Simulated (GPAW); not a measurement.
# black phosphorene monolayer in an electric field

Wanted: the out-of-plane polarisability of black phosphorene monolayer.

Calculated with GPAW 26.7.0; GPAW, PAW setups; layer in a repeated cell with vacuum, relaxation of atoms and in-plane cell, in the first sound run; inputs show where later runs differ.

## (1) Starting point

The cell holds 4 atoms: 4 P. Cell: a = 4.620 Å, b = 3.300 Å, c = 18.240 Å, α = 90.0°, β = 90.0°, γ = 90.0°. Vacuum lies along c.

## (2) Relaxing the atoms

The atoms are relaxed first, since the surface dipole, and with it the work function, follows the positions of the outer layers.

The input, run.py:

```python
import json
import numpy as np
from ase import Atoms
from ase.filters import FrechetCellFilter
from ase.optimize import BFGS
from gpaw import GPAW, PW

slab = Atoms(
    ['P', 'P', 'P', 'P'],
    positions=[
        [0.41580, 0.00000, 8.00000],
        [1.89420, 1.65000, 8.10000],
        [4.20420, 0.00000, 10.24000],
        [2.72580, 1.65000, 10.14000]],
    cell=[[4.62, 0.0, 0.0], [0.0, 3.3, 0.0], [0.0, 0.0, 18.24]],
    pbc=[True, True, True])

slab.calc = GPAW(mode=PW(600), xc='PBE', kpts={'size': (6, 8, 1), 'gamma': True},
                 occupations={'name': 'fermi-dirac', 'width': 0.05}, nbands='160%',
                 convergence={'density': 1e-05}, maxiter=200,
                 symmetry={'tolerance': 1e-3}, txt='slab.txt')
result = {}
# The in-plane cell is free; stress needs a cell that repeats along all three vectors
path = []
opt = BFGS(FrechetCellFilter(slab, mask=[1, 1, 0, 0, 0, 1]), maxstep=0.2)
opt.attach(lambda: path.append((slab.get_potential_energy(), slab.positions.tolist(), slab.get_forces().tolist())))
result['relaxed'] = bool(opt.run(fmax=0.02, steps=45))
result['path'] = path
result['cell'] = slab.cell.tolist()
print('in-plane lattice', slab.cell.cellpar().round(4)[[0, 1, 5]])
energy = slab.get_potential_energy()
fermi = slab.calc.get_fermi_level()
v = slab.calc.get_electrostatic_potential().mean((0, 1)) - fermi
n = slab.calc.get_pseudo_density().mean((0, 1))
L = slab.cell[2, 2]
z = np.arange(len(v)) * L / len(v)
low, high = slab.positions[:, 2].min(), slab.positions[:, 2].max()
below, above = np.interp([low - 5.8, high + 5.8], z, v)
slopes = [np.interp(x, z, np.gradient(v, z)) for x in (low - 5.8, high + 5.8)]
eps = np.array([[slab.calc.get_eigenvalues(k, s) for k in range(len(slab.calc.get_ibz_k_points()))]
                for s in range(slab.calc.get_number_of_spins())]) - fermi
top, bottom = eps[eps < 0].max(), eps[eps > 0].min()
dipole = slab.get_dipole_moment()[2]
print(f'energy {energy:.4f} eV, Fermi level {fermi:.4f} eV, dipole {dipole:.5f} e A')
print(f'potential 5.8 A off the faces, from the Fermi level: lower {below:.4f} eV, upper {above:.4f} eV')
print(f'slope of the potential there: lower {slopes[0]:.5f}, upper {slopes[1]:.5f} eV/A')
print(f'nearest levels on the mesh: {top:.4f} and {bottom:.4f} eV')
print('magnetic moment', round(slab.get_magnetic_moment(), 3))
result.update(energy=energy, fermi=fermi, dipole=dipole, below=below, above=above, slopes=slopes, edges=[top, bottom],
              z=z.tolist(), v=v.tolist(), n=n.tolist(), positions=slab.positions.tolist(),
              forces=slab.get_forces(apply_constraint=False).tolist(), moments=slab.get_magnetic_moments().tolist())
json.dump(result, open('result.json', 'w'))
```

On the command line:

```sh
$ OMP_NUM_THREADS=1 OPENBLAS_NUM_THREADS=1 python run.py
```

Log:

```text
Step          Energy          fmax
BFGS:    0      -21.194024        1.013409
BFGS:    1      -21.238823        0.819028
BFGS:    2      -21.295049        0.174189
BFGS:    3      -21.296042        0.087549
BFGS:    4      -21.296511        0.066638
BFGS:    5      -21.296997        0.023831
BFGS:    6      -21.297031        0.021387
BFGS:    7      -21.297050        0.017704
in-plane lattice [ 4.6228  3.3061 90.    ]
energy -21.2970 eV, Fermi level -1.5499 eV, dipole 0.00003 e A
potential 5.8 A off the faces, from the Fermi level: lower 4.5865 eV, upper 4.5865 eV
slope of the potential there: lower 0.00006, upper -0.00006 eV/A
nearest levels on the mesh: -0.4625 and 0.4394 eV
magnetic moment 0.0
```

Run time: 8.8 min. Hardware: 1 thread of Arm Neoverse N1, shared host; peak memory 0.37 GiB.

Numbers from this step:

* dipole along the normal: 2.57e-5 e·Å
* levels nearest the Fermi level on the mesh: -0.4625, 0.4394 eV from the Fermi level

Electrostatic potential energy of an electron (without an applied field's), less the Fermi level, planar mean against z:

```
z (Å)  electrostatic potential energy of an electron (without an applied field's), less the Fermi level, planar mean (eV)
  0.0                                                                                                                4.59
  0.5                                                                                                                4.59
  1.0                                                                                                                4.59
  1.5                                                                                                                4.59
  2.0                                                                                                                4.59
  2.5                                                                                                                4.59
  3.0                                                                                                                4.59
  3.5                                                                                                                4.59
  4.0                                                                                                                4.59
  4.5                                                                                                                4.59
  5.0                                                                                                                4.58
  5.5                                                                                                                4.56
  6.0                                                                                                                4.47
  6.5                                                                                                                4.04
  7.0                                                                                                                2.14
  7.5                                                                                                               -5.34
  8.0                                                                                                               -19.2
  8.5                                                                                                               -9.76
  9.0                                                                                                               -1.03
  9.5                                                                                                               -4.02
 10.0                                                                                                               -17.4
 10.5                                                                                                               -12.5
 11.0                                                                                                              -0.321
 11.5                                                                                                                3.46
 12.0                                                                                                                4.34
 12.5                                                                                                                4.53
 13.0                                                                                                                4.57
 13.5                                                                                                                4.58
 14.0                                                                                                                4.59
 14.5                                                                                                                4.59
 15.0                                                                                                                4.59
 15.5                                                                                                                4.59
 16.0                                                                                                                4.59
 16.5                                                                                                                4.59
 17.0                                                                                                                4.59
 17.5                                                                                                                4.59
 18.0                                                                                                                4.59
```

The pseudo valence density, planar mean by z:

```
z (Å)  pseudo valence density, planar mean (e/Å³)
 0.00                                           0
 0.52                                           0
 1.04                                           0
 1.39                                           0
 1.91                                           0
 2.43                                      3.7e-7
 2.95                                      5.2e-7
 3.47                                      3.5e-6
 3.82                                      9.3e-6
 4.34                                      4.2e-5
 4.86                                      2.0e-4
 5.39                                      9.5e-4
 5.91                                     0.00454
 6.43                                      0.0219
 6.77                                      0.0609
 7.30                                       0.223
 7.82                                       0.348
 8.34                                       0.344
 8.86                                       0.270
 9.21                                       0.247
 9.73                                       0.340
10.25                                       0.319
10.77                                       0.297
11.29                                      0.0985
11.64                                      0.0368
12.16                                     0.00768
12.68                                     0.00160
13.20                                      3.4e-4
13.72                                      7.1e-5
14.24                                      1.5e-5
14.59                                      5.3e-6
15.11                                      1.4e-6
15.63                                           0
16.16                                           0
16.68                                           0
17.02                                           0
17.55                                           0
18.07                                           0
```

The relaxation lowered the energy of the cell by 0.103 eV (energies extrapolated to zero smearing; the optimiser's log prints free energies). The largest force left on a free atom is 0.0087 eV/Å.

## (3) The slab's potential

With the geometry fixed, the planar mean of the potential gives the vacuum level on each side.

This step: GPAW, PAW setups; slab in vacuum (GPAW 26.7.0).

The cell differs from the one that the last finished run ended in (c 18.240 → 18.111 Å).

Changes to run.py since step 2:

```diff
@@ -3,4 +3,2 @@
 from ase import Atoms
-from ase.filters import FrechetCellFilter
-from ase.optimize import BFGS
 from gpaw import GPAW, PW
@@ -10,22 +8,15 @@
     positions=[
-        [0.41580, 0.00000, 8.00000],
-        [1.89420, 1.65000, 8.10000],
-        [4.20420, 0.00000, 10.24000],
-        [2.72580, 1.65000, 10.14000]],
-    cell=[[4.62, 0.0, 0.0], [0.0, 3.3, 0.0], [0.0, 0.0, 18.24]],
-    pbc=[True, True, True])
+        [0.40951, -0.00000, 8.00020],
+        [1.90352, 1.65303, 8.00000],
+        [4.21326, -0.00000, 10.11053],
+        [2.71925, 1.65303, 10.11073]],
+    cell=[[4.62277, 0.0, 0.0], [-0.0, 3.30606, 0.0], [0.0, 0.0, 18.1107]],
+    pbc=[True, True, False])
 
-slab.calc = GPAW(mode=PW(600), xc='PBE', kpts={'size': (6, 8, 1), 'gamma': True},
+slab.calc = GPAW(mode=PW(400), xc='PBE', kpts={'size': (6, 8, 1), 'gamma': True},
                  occupations={'name': 'fermi-dirac', 'width': 0.05}, nbands='160%',
                  convergence={'density': 1e-05}, maxiter=200,
+                 poissonsolver={'dipolelayer': 'xy'},
                  symmetry={'tolerance': 1e-3}, txt='slab.txt')
 result = {}
-# The in-plane cell is free; stress needs a cell that repeats along all three vectors
-path = []
-opt = BFGS(FrechetCellFilter(slab, mask=[1, 1, 0, 0, 0, 1]), maxstep=0.2)
-opt.attach(lambda: path.append((slab.get_potential_energy(), slab.positions.tolist(), slab.get_forces().tolist())))
-result['relaxed'] = bool(opt.run(fmax=0.02, steps=45))
-result['path'] = path
-result['cell'] = slab.cell.tolist()
-print('in-plane lattice', slab.cell.cellpar().round(4)[[0, 1, 5]])
 energy = slab.get_potential_energy()
```

Log:

```text
energy -21.2914 eV, Fermi level -1.5280 eV, dipole 0.00035 e A
potential 5.8 A off the faces, from the Fermi level: lower 4.5882 eV, upper 4.5844 eV
slope of the potential there: lower 0.00006, upper -0.00006 eV/A
nearest levels on the mesh: -0.4626 and 0.4395 eV
magnetic moment 0.0
```

It took 44 s on 1 thread; peak memory 0.21 GiB.

This step gave:

* dipole along the normal: 3.51e-4 e·Å
* levels nearest the Fermi level on the mesh: -0.4626, 0.4395 eV from the Fermi level
* upper work function: 4.584 eV
* lower work function: 4.588 eV
* upper ionisation energy: 5.047 eV

The electrostatic potential energy of an electron (without an applied field's), less the Fermi level, planar mean by z:

| z (Å) | electrostatic potential energy of an electron (without an applied field's), less the Fermi level, planar mean (eV) |
| --- | --- |
| 0 | 4.59 |
| 1 | 4.59 |
| 2 | 4.59 |
| 3 | 4.59 |
| 4 | 4.59 |
| 5 | 4.58 |
| 6 | 4.44 |
| 7 | 1.64 |
| 8 | -19.5 |
| 9 | -0.805 |
| 10 | -18.6 |
| 11 | 0.525 |
| 12 | 4.38 |
| 13 | 4.57 |
| 14 | 4.58 |
| 15 | 4.58 |
| 16 | 4.58 |
| 17 | 4.58 |
| 18 | 4.59 |

Pseudo valence density, planar mean against z:

z (Å), pseudo valence density, planar mean (e/Å³) and a bar from the least value:
```
     0.00      0.000 
     0.65      0.000 
     1.29      0.000 
     1.94      0.000 
     2.37      0.000 
     3.02      0.000 
     3.67      0.000 
     4.31      0.000 
     4.96      0.000 
     5.61      0.002 
     6.25      0.016 #
     6.68      0.056 #####
     7.33      0.266 #######################
     7.98      0.315 ############################
     8.62      0.307 ###########################
     9.27      0.262 #######################
     9.92      0.334 #############################
    10.56      0.341 ##############################
    11.21      0.103 #########
    11.64      0.030 ###
    12.29      0.004 
    12.94      0.001 
    13.58      0.000 
    14.23      0.000 
    14.88      0.000 
    15.52      0.000 
    15.95      0.000 
    16.60      0.000 
    17.25      0.000 
    17.90      0.000
```

The layer is gapped, so the Fermi level lies somewhere inside the gap, set by smearing and numerics, and these work functions are no property of the material; the band edges below the vacuum level are. The potential is flat to 5.6e-5 eV/Å where it is read, so the vacuum is wide enough.

## (4) In a field

A uniform field along the normal polarises the slab; the atoms stay fixed, so this is the electronic response alone.

Changes to run.py since step 3:

```diff
@@ -4,2 +4,3 @@
 from gpaw import GPAW, PW
+from gpaw.external import ConstantElectricField
 
@@ -19,2 +20,3 @@
                  poissonsolver={'dipolelayer': 'xy'},
+                 external=ConstantElectricField(-0.2, [0, 0, 1]),
                  symmetry={'tolerance': 1e-3}, txt='slab.txt')
```

Log:

```text
energy -21.2990 eV, Fermi level -1.5304 eV, dipole -0.07678 e A
potential 5.8 A off the faces, from the Fermi level: lower 4.1350 eV, upper 5.0440 eV
slope of the potential there: lower 0.00006, upper -0.00005 eV/A
nearest levels on the mesh: -0.4619 and 0.4388 eV
magnetic moment 0.0
```

Wall time 75 s (1 thread); peak memory 0.23 GiB.

Numbers from this step:

```
dipole along the normal                                         : -0.07678 e·Å
levels nearest the Fermi level on the mesh                      : -0.4619, 0.4388 eV from the Fermi level
potential below the slab, the applied field's own ramp left out : 4.135 eV from the Fermi level
potential above the slab, the applied field's own ramp left out : 5.044 eV from the Fermi level
```

Electrostatic potential energy of an electron (without an applied field's), less the Fermi level, planar mean against z:

```csv
z (Å),"electrostatic potential energy of an electron (without an applied field's), less the Fermi level, planar mean (eV)"
0.0,4.59
0.5,4.13
1.0,4.13
1.5,4.13
2.0,4.13
2.5,4.14
3.0,4.14
3.5,4.14
4.0,4.13
4.5,4.13
5.0,4.13
5.5,4.11
6.0,4.00
6.5,3.50
7.0,1.27
7.5,-7.40
8.0,-19.7
8.5,-8.06
9.0,-0.815
9.5,-5.19
10.0,-18.4
10.5,-10.2
11.0,0.886
11.5,4.07
12.0,4.82
12.5,4.99
13.0,5.03
13.5,5.04
14.0,5.04
14.5,5.04
15.0,5.04
15.5,5.04
16.0,5.04
16.5,5.04
17.0,5.04
17.5,5.04
18.0,4.74
```

The dipole is now -0.0768 e Å, against 3.5e-4 in the run without a field.

[end of part 1 of 2]

[Logs are printed without paths, hosts, clocks, repeated set-up lines and the standing remarks that a program may print on its own settings, such as how far it seeks lower states.]

[Hosts, paths, dates, database ids (printed as entryN), source tags and the programs' standing remarks are cut or masked in the printed files.]
